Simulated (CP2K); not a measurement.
Set up this calculation in CP2K 2026.2, as the native input.

| Property | Result |
| --- | --- |
| Task | single point |
| Functional | PBE |
| Potentials or basis | GTH_POTENTIALS Mn GTH-PBE-q15; POTENTIAL_UZH O GTH-PBE-q6; DZVP-MOLOPT-SR-GTH, DZVP-MOLOPT-PBE-GTH basis |
| Density cutoff | 8163 eV |
| k mesh | 8 × 8 × 8 |
| Occupations | fermi-dirac, width 0.05 eV |
| Spin | collinear spin, zero start |
| Starting moments | [0.0, 0.0, 0.0, 0.0] μB |
| SCF solver | diagonalisation with k points |
| Quickstep method | GPW |
| EPS_DEFAULT | 1.0E-10 |
| EPS_SCF | 1.0E-6 |
| MAX_SCF | 150 |
| SCF_GUESS | ATOMIC |
| k points reduced by the point group | yes |
| Mesh centred on Gamma | yes |
| CHOLESKY | OFF |
| EPS_EIGVAL | 1.0E-7 |
| MIXING METHOD | PULAY_MIXING |
| MIXING ALPHA | 0.4 |
| NBUFFER | 6 |
| NGRIDS | 5 |
| Basis sets | Mn DZVP-MOLOPT-SR-GTH-q15, O DZVP-MOLOPT-PBE-GTH-q6 |
| Potentials | Mn GTH-PBE-q15 of GTH_POTENTIALS, O GTH-PBE-q6 of POTENTIAL_UZH |
| MULTIPLICITY of the start | 1 |
| ADDED_MOS | [20, 20] |
| REL_CUTOFF (Ry) | 60 Ry |
| MIXING BETA (1/bohr) | 1.5 1/bohr |
| CUTOFF of the grids | 600 Ry |

Crystal: MnO.

```
Mn O
1.0
     6.28477    0.00000    0.00000
     1.57119    2.72138    0.00000
     1.57119    0.90713    2.56574
Mn O
2 2
Direct
  0.00000 0.00000 0.00000
  0.50000 0.00000 0.00000
  0.25000 0.50000 0.50000
  0.75000 0.50000 0.50000
```

One way to write it, as run:

mno_scf.inp

```
&GLOBAL
  PROJECT mno_scf
  RUN_TYPE ENERGY_FORCE
  PRINT_LEVEL LOW
&END GLOBAL
&FORCE_EVAL
  METHOD QS
  STRESS_TENSOR ANALYTICAL
  &DFT
    BASIS_SET_FILE_NAME BASIS_MOLOPT
    BASIS_SET_FILE_NAME BASIS_MOLOPT_UZH
    POTENTIAL_FILE_NAME GTH_POTENTIALS
    UKS T
    MULTIPLICITY 1
    &MGRID
      CUTOFF 600
      REL_CUTOFF 60
      NGRIDS 5
    &END MGRID
    &QS
      METHOD GPW
      EPS_DEFAULT 1.0E-10
    &END QS
    &KPOINTS
      SCHEME MONKHORST-PACK 8 8 8
      GAMMA_CENTERED T
      SYMMETRY T
      SYMMETRY_BACKEND SPGLIB
    &END KPOINTS
    &SCF
      SCF_GUESS ATOMIC
      EPS_SCF 1.0E-6
      MAX_SCF 150
      ADDED_MOS 20 20
      CHOLESKY OFF
      EPS_EIGVAL 1.0E-7
      &DIAGONALIZATION ON
        ALGORITHM STANDARD
      &END DIAGONALIZATION
      &MIXING ON
        METHOD PULAY_MIXING
        ALPHA 0.4
        BETA 1.5
        NBUFFER 6
      &END MIXING
      &SMEAR ON
        METHOD FERMI_DIRAC
        ELECTRONIC_TEMPERATURE [K] 580.226
      &END SMEAR
    &END SCF
    &XC
      &XC_FUNCTIONAL PBE
      &END XC_FUNCTIONAL
    &END XC
    &PRINT
      &KPOINTS ON
      &END KPOINTS
      &MULLIKEN ON
      &END MULLIKEN
      &MO ON
        ENERGIES T
        OCCUPATION_NUMBERS T
        &EACH
          QS_SCF 0
        &END EACH
        ADD_LAST NUMERIC
      &END MO
      &E_DENSITY_CUBE ON
        STRIDE 2
      &END E_DENSITY_CUBE
      &V_HARTREE_CUBE ON
        STRIDE 2
      &END V_HARTREE_CUBE
      &ELF_CUBE ON
        STRIDE 2
      &END ELF_CUBE
    &END PRINT
  &END DFT
  &SUBSYS
    &CELL
      A 6.2847660046 0.0000000000 0.0000000000
      B 1.5711915011 2.7213835084 0.0000000000
      C 1.5711915011 0.9071278361 2.5657449773
      PERIODIC XYZ
    &END CELL
    &COORD
      Mn  0.0000000000 0.0000000000 0.0000000000
      Mn  3.1423830023 0.0000000000 0.0000000000
      O   3.1423830022 1.8142556723 1.2828724887
      O   6.2847660045 1.8142556723 1.2828724887
    &END COORD
    &KIND Mn
      BASIS_SET DZVP-MOLOPT-SR-GTH-q15
      POTENTIAL GTH-PBE-q15
    &END KIND
    &KIND O
      BASIS_SET DZVP-MOLOPT-PBE-GTH-q6
      POTENTIAL GTH-PBE-q6
      POTENTIAL_FILE_NAME POTENTIAL_UZH
    &END KIND
    &PRINT
      &ATOMIC_COORDINATES ON
      &END ATOMIC_COORDINATES
      &CELL ON
      &END CELL
      &SYMMETRY ON
      &END SYMMETRY
    &END PRINT
  &END SUBSYS
  &PRINT
    &FORCES ON
    &END FORCES
    &STRESS_TENSOR ON
    &END STRESS_TENSOR
  &END PRINT
&END FORCE_EVAL
```

Potentials or basis: GTH_POTENTIALS Mn GTH-PBE-q15; POTENTIAL_UZH O GTH-PBE-q6; DZVP-MOLOPT-SR-GTH, DZVP-MOLOPT-PBE-GTH basis.

Command:

```sh
$ OMP_NUM_THREADS=1 cp2k.psmp -i mno_scf.inp -o mno_scf.out
```

It gave:

```yaml
Pressure: -33.7 GPa
Band_gap_on_the_k_mesh: none (metal or under the smearing width)
Net_moment: 0.00 μB per cell
Absolute_moment: 0.00 μB per cell
Mulliken_charges: Mn +0.86; O -0.86 e
```

Caveat: Mulliken charges move with the basis; a pressure of tens of GPa on the cell as given is suspect, and the run, the potentials or the cell itself is likely at fault; the basis of atomic orbitals isn't converged, which shifts pressures, moduli and gaps; semilocal functionals often make such compounds metallic where correlation or magnetic order opens a gap, which also shifts bond lengths.

It took 2.1 min on 1 thread of Intel(R) Xeon(R) Platinum 8488C (Sapphire Rapids), on a shared host, peak memory 0.54 GiB.
